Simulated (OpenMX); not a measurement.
CoSi2 in OpenMX: convergence with ElectronicTemperature

Input of the first run (ElectronicTemperature 3000 K); the others differ in this setting and in those tied to it:

The input CoSi2.dat:

```
System.CurrrentDirectory             ./
System.Name                          CoSi2
DATA.PATH                            ./DFT_DATA13
level.of.stdout                      1
level.of.fileout                     0
Species.Number                       2
<Definition.of.Atomic.Species
  Co  Co6.0H-s2p2d1          Co_CA13H
  Si  Si7.0-s2p1d1           Si_CA13
Definition.of.Atomic.Species>

Atoms.Number                         3
Atoms.SpeciesAndCoordinates.Unit     AU
<Atoms.SpeciesAndCoordinates
    1  Co    0.0409915612   -0.0724791529   -0.1140881178   9.500  7.500
    2  Si    7.6612822935    7.7071118710    7.6353513355   2.000  2.000
    3  Si    2.6225236866    2.7140715065    2.5915573455   2.000  2.000
Atoms.SpeciesAndCoordinates>

Atoms.UnitVectors.Unit               AU
<Atoms.UnitVectors
     0.0000000000    5.0606865617    5.0606865617
     5.0606865617    0.0000000000    5.0606865617
     5.0606865617    5.0606865617    0.0000000000
Atoms.UnitVectors>

scf.XcType                           LSDA-CA
scf.SpinPolarization                 on
scf.ElectronicTemperature            3000.0
scf.energycutoff                     500.0
scf.maxIter                          160
scf.EigenvalueSolver                 band
scf.Kgrid                            7 7 7
scf.Mixing.Type                      rmm-diisk
scf.Init.Mixing.Weight               0.01
scf.Min.Mixing.Weight                0.001
scf.Max.Mixing.Weight                0.2
scf.Mixing.History                   40
scf.Mixing.StartPulay                15
scf.criterion                        1.0e-8
scf.stress.tensor                    on
MD.Type                              nomd
```

Potentials or basis: OpenMX 2013 LDA set, Co6.0H-s2p2d1, Si7.0-s2p1d1, grid cutoff 500 Ry.

Launch:

```bash
$ openmx CoSi2.dat -nt 1 > CoSi2.std
```

The cell isn't the ideal one: atoms moved at random, drawn with an rms of 0.1 Å.

Hardware: 1 thread of Intel(R) Xeon(R) Platinum 8375C CPU @ 2.90GHz (Ice Lake), on a shared host.

Q: The values tried are 3000 K, 2000 K, 1200 K, 800 K, 500 K, 300 K, 150 K, 75 K, loosest first. From which on does the pressure stay within 0.1 GPa of the tightest run that finished?

A: From 1200 K on.

```
ElectronicTemperature  energy less the tightest run, at zero smearing (meV/atom)  pressure (GPa)  largest force (eV/Å)  SCF cycles  CPU time (s)  peak memory (GiB)
               3000 K                                                      -0.24           -2.66                 1.681          30           230               0.88
               2000 K                                                      -0.77           -3.13                 1.692          29           210               0.89
               1200 K                                                      -0.41           -3.33                 1.709          28           220               0.89
                800 K                                                      -0.17           -3.38                 1.720          29           220               0.89
                500 K                                                      -0.13           -3.40                 1.729          30           240               0.89
                300 K                                                      -0.09           -3.39                 1.731          28           230               0.89
                150 K                                                      -0.02           -3.37                 1.730          28           200               0.89
                 75 K                                                       0.00           -3.34                 1.729          30           240               0.89
```

Against the tightest run, the energy stays within 1 meV/atom from 3000 K on; the largest force stays within 0.005 eV/Å from 500 K on. The tightest run that finished is the yardstick and may itself not be fully converged.

Caveat, for the tightest run too: the transition metal has a single d function, too few for pressures, volumes and moments; the starting moments collapsed, and a magnetic state may lie lower; the basis of atomic orbitals isn't converged, which shifts pressures, moduli and gaps.
